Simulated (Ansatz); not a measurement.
Theory: DFT PBE, scalar-relativistic, plane waves, PAW in Ansatz. Settings: cutoff 420 eV, Γ-centred meshes no coarser than 0.19 Å⁻¹ for metals and 0.3 Å⁻¹ for insulators (2π included), Gaussian smearing.

Temperature and zero-point effects are left out. Larger cells and other orderings weren't all tried, so the list isn't exhaustive. For metals, differences of a few meV/atom aren't resolved. Weakly bound directions are ill-defined at this level, which has no dispersion term (GaS2 R3m). No run is spin-polarised.

Problem. Which is lower for GaS₂, the 3R molybdenite or the AlB2 structure, and by how much?

Solution. The 3R molybdenite structure, by 481 meV/atom. It takes 18.8 Å³/atom against 19.5.